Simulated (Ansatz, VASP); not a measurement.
Fe in VASP and in Ansatz

```
Fe
1.0
    -1.78262    1.78262    1.78262
     1.78262   -1.78262    1.78262
     1.78262    1.78262   -1.78262
Fe
1
Direct
  0.00000 0.00000 0.00000
```

Alike in both runs: task relaxation of cell and atoms; functional PBEsol; k mesh 8 × 8 × 8; occupations gaussian, width 0.1 eV; collinear spin.

```csv
,VASP,Ansatz
version,VASP 6.6.1,Ansatz 0.2.0
potentials or method,"VASP PAW PBE potentials, release 64 (Fe)","scalar-relativistic, plane waves, PAW"
plane-wave cutoff (eV),600,420
valence electrons in the cell,8,16
```

Ansatz gave:

```
gap on the k mesh at the Fermi level, each at its own relaxed structure (eV) : none
net moment per atom (μB)                                                     : 2.00
size of the moment on the site where the two differ most (μB)                : 2.03
relaxed volume (Å³/atom)                                                     : 10.76
relaxed cell length with the largest relative difference (Å)                 : 2.409
energy change over the relaxation (meV/atom)                                 : -2000
```

Q: Estimate VASP's values.

A: gap on the k mesh at the Fermi level, each at its own relaxed structure (eV): none; net moment per atom (μB): 2.00; size of the moment on the site where the two differ most (μB): 1.98; relaxed volume (Å³/atom): 10.75; relaxed cell length with the largest relative difference (Å): 2.408; energy change over the relaxation (meV/atom): -1983.

Site moments also hang on the region over which each program counts them. A gap of «none» marks a metal or a gap that the smearing closes. The two sets of potentials don't hold the same shells in valence.

Caveats: the volume moved by over 15 % at a fixed basis, so the end points are rough (VASP); the PAW data sets were made with another functional, which shifts forces and pressure a little (VASP).
